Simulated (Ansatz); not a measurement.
Computed with DFT PBE, scalar-relativistic, plane waves, PAW (Ansatz). Settings: cutoff 420 eV, Γ-centred meshes spaced at most about 0.3 Å⁻¹, and about 0.25 Å⁻¹ or finer for metals (2π included), Gaussian smearing. No spin polarisation.

Each guess is relaxed in cell and atoms at zero pressure, on a coarse mesh first where it starts far from rest and then on a converged one. The steps can't lower the symmetry of the start, but it can rise. Energies are static (0 K, no zero-point motion).

Two unrelaxed guesses for MoH2:

Guess 1.

```
H Mo
1.0
     3.13765    0.00000    0.00000
    -1.56882    2.71728    0.00000
     0.00000    0.00000    3.50619
H Mo
2 1
Direct
  0.33333 0.66667 0.50000
  0.66667 0.33333 0.50000
  0.00000 0.00000 0.00000
```

Guess 2.

```
H Mo
1.0
    -1.70406    1.70406    2.83150
     1.70406   -1.70406    2.83150
     1.70406    1.70406   -2.83150
H Mo
2 1
Direct
  0.59234 0.59234 0.00000
  0.40766 0.40766 0.00000
  0.00000 0.00000 0.00000
```

Question: Where do they end, and which end is lower?

Answer: Guess 2 ends lower, by 260 meV/atom. Guess 1: P6/mmm at 10.0 Å³/atom → P6/mmm (AlB2 type) at 6.9 Å³/atom; Guess 2: I4/mmm at 11.0 Å³/atom → I4/mmm at 6.9 Å³/atom. Counting H atoms around Mo (those within 1.25 times the shortest such distance or 1.15 times the sum of covalent radii; a plus sign parts nearer from farther groups), the end of guess 1 has Mo 12 and the end of guess 2 has Mo 2+8. End of guess 1. Conventional cell: a = 2.825 Å, c = 2.992 Å. H has 3 H at 1.63 Å and 6 Mo at 2.21 Å; Mo is surrounded by 12 H at 2.21 Å and 8 Mo at 2.82–2.99 Å. End of guess 2. Conventional cell: a = 2.899 Å, c = 4.912 Å. H is surrounded by 1 H at 1.32 Å, 1 Mo at 1.80 Å and 4 Mo at 2.15 Å; Mo is surrounded by 2 H at 1.80 Å and 8 H at 2.15 Å.

Ends held by symmetry can be saddle points. Neither end is the lowest form computed: that has the fluorite type, space group Fm-3m (No. 225) and lies 293 meV/atom below the better end. Even the lowest of the cells shown lies +0.36 eV/atom against the elements. With hydrogen, zero-point motion can shift such differences by 10 meV/atom or more. Some types were kept out of the candidates beforehand, so the set may lack a known form.
